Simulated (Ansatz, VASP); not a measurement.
## BP in VASP and in Ansatz

File POSCAR:

```
BP
1.0
    0.0000000000      2.2690000000      2.2690000000
    2.2690000000      0.0000000000      2.2690000000
    2.2690000000      2.2690000000      0.0000000000
B P
1 1
Direct
    0.0000000000      0.0000000000      0.0000000000
    0.2500000000      0.2500000000      0.2500000000
```

Contents of INCAR.step1:

```
PREC = Accurate
ENCUT = 600
ISMEAR = 0
SIGMA = 0.02
LREAL = F
LASPH = T
NELM = 100
GGA = PE
ALGO = Normal
EDIFF = 1E-4
LWAVE = T
LCHARG = F
```

INCAR.step2

```
PREC = Accurate
ENCUT = 600
EDIFF = 1E-7
ISMEAR = 0
SIGMA = 0.02
LREAL = F
LASPH = T
NELM = 100
ALGO = Normal
ISIF = 3
LWAVE = F
LCHARG = F
METAGGA = R2SCAN
LMIXTAU = T
IBRION = 2
NSW = 100
EDIFFG = -0.005
ISTART = 1
```

File KPOINTS:

```
regular mesh
0
Gamma
  10 10 10
```

Input for Ansatz:

```yaml
crystal:
  lattice:
    - [0.0, 2.269, 2.269]
    - [2.269, 0.0, 2.269]
    - [2.269, 2.269, 0.0]
  atoms:
    - { symbol: B, position: [0.0, 0.0, 0.0] }
    - { symbol: P, position: [0.75, 0.75, 0.75] }
basis:
  ecutwfc: 500
kpoints:
  mp_grid: { grid: [10, 10, 10] }
hamiltonian:
  xc: r2scan
scf:
  occupations: { method: gaussian, width: 0.02 }
output:
  forces: true
  stress: true
  eigenvalues: true
  write_density: true
  write_potential: true
  elf: true
  volumetric_format: npy
relax:
  adjacent_minimum: "off"
  f_tol: 0.005
  max_steps: 80
  cell: { stress_tol: 0.05 }
```

Alike in both runs: task relaxation of cell and atoms; functional r2SCAN; k mesh 10 × 10 × 10; occupations gaussian, width 0.02 eV; no spin polarisation.

```csv
,VASP,Ansatz
version,VASP 6.6.1,Ansatz 0.2.0
potentials or method,"VASP PAW PBE potentials, release 64 (B, P)","scalar-relativistic, plane waves, PAW"
plane-wave cutoff (eV),600,500
valence electrons in the cell,8,8
```

Ansatz gave:

* gap on the k mesh at the Fermi level, each at its own relaxed structure (eV): 1.41
* relaxed volume (Å³/atom): 11.67
* relaxed cell length with the largest relative difference (Å): 3.208

Question: Which values does VASP return?

Answer: gap on the k mesh at the Fermi level, each at its own relaxed structure (eV): 1.44; relaxed volume (Å³/atom): 11.64; relaxed cell length with the largest relative difference (Å): 3.205.

Caveats: the PAW data sets were made with another functional, which shifts forces and pressure a little (VASP). r2SCAN opens gaps a little over a GGA but as a rule still falls short of measured ones. A k mesh can miss the band edges.
